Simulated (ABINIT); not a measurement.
As:

```xyz
2
Lattice="4.5664 0.0000 0.0000 -2.2832 3.9546 0.0000 0.0000 0.0000 2.8337" Properties=species:S:1:pos:R:3 pbc="T T T"
As    0.0000    2.6364    0.0000
As    2.2832    1.3182    0.0000
```

The cell was built by a generator and needn't be a form met in nature.

- Program: ABINIT 10.8.3 (patched build)
- Task: relaxation of cell and atoms
- Functional: PBE
- Dispersion: D3
- Potentials or basis: JTH PAW PBE v2.0
- Cutoff: 408 eV
- k mesh: 7 × 7 × 9
- Occupations: fermi-dirac, width 0.05 eV
- Spin: no spin polarisation

At the start: pressure -1.3 GPa; volume 25.59 Å³/atom.

Q: Where does the relaxation end?

A: Over 7 steps the energy falls by 5.3 meV/atom and the volume is 25.04 Å³/atom (-2.1 %); space group P6/mmm (No. 191, to 0.05 Å).

The path:
```csv
step,energy change (eV),largest force (eV/Å),pressure (GPa),volume (Å³)
1,0.0000,0.0002,-1.35,51.17
2,-0.0040,0.0002,-1.10,50.96
3,-0.0105,0.0001,-0.05,50.14
4,-0.0105,0.0001,-0.09,50.17
5,-0.0105,0.0000,-0.08,50.16
6,-0.0105,0.0000,-0.02,50.11
7,-0.0105,0.0000,-0.01,50.09
```

Final structure:
```xyz
2
Lattice="4.5110 0.0001 0.0000 -2.2554 3.9067 0.0000 0.0000 0.0000 2.8423" Properties=species:S:1:pos:R:3 pbc="T T T"
As    0.0000    2.6045    0.0000
As    2.2555    1.3023    0.0000
```

Caveat: pairwise dispersion overbinds metals, which lowers pressure and volume.
